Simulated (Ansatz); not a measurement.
Crystal: As.

```
CELL_PARAMETERS angstrom
2.70368 0.00000 0.00000
0.00000 2.70368 0.00000
0.00000 0.00000 2.70368
ATOMIC_POSITIONS crystal
As 0.50000 0.50000 0.50000
```

This isn't the form of As at room conditions, which is rhombohedral.

| Quantity | Value |
| --- | --- |
| Program | Ansatz 0.2.0 |
| Task | relaxation of cell and atoms |
| Functional | PBEsol |
| Dispersion | D3(BJ) |
| Potentials or basis | Ansatz PAW |
| Cutoff | 420 eV (not typed: the program's choice for these potentials) |
| k mesh | 10 × 10 × 10 |
| Occupations | fermi-dirac, width 0.05 eV |
| Spin | no spin polarisation |

At the start: volume 19.76 Å³/atom.

Q: How do energy, volume and symmetry change on relaxing?

A: It ends after 5 steps and the volume is 18.70 Å³/atom (-5.4 %); space group Pm-3m (No. 221, to 0.05 Å).

Step by step:
| step | energy change (eV) | largest force (eV/Å) | volume (Å³) |
| --- | --- | --- | --- |
| 1 | 0.0000 | 0.0000 | 19.76 |
| 2 | -0.0139 | 0.0000 | 18.25 |
| 3 | -0.0172 | 0.0000 | 18.75 |
| 4 | -0.0172 | 0.0000 | 18.70 |
| 5 | -0.0171 | 0.0000 | 18.70 |

Final structure:
```cif
data_structure
_symmetry_space_group_name_H-M 'P 1'
_symmetry_Int_Tables_number 1
_cell_length_a 2.6543
_cell_length_b 2.6543
_cell_length_c 2.6543
_cell_angle_alpha 90.000
_cell_angle_beta 90.000
_cell_angle_gamma 90.000
_cell_volume 18.70
loop_
_atom_site_label
_atom_site_type_symbol
_atom_site_fract_x
_atom_site_fract_y
_atom_site_fract_z
_atom_site_occupancy
As1 As 0.50000 0.50000 0.50000 1
```

Caveat: the plane-wave basis is chosen anew once the cell has moved, so the energies of steps on either side of that aren't comparable; pairwise dispersion overbinds metals, which lowers pressure and volume; the PAW data sets come from PBE, with cores solved anew for the run's functional, which leaves a small shift of forces and pressure.
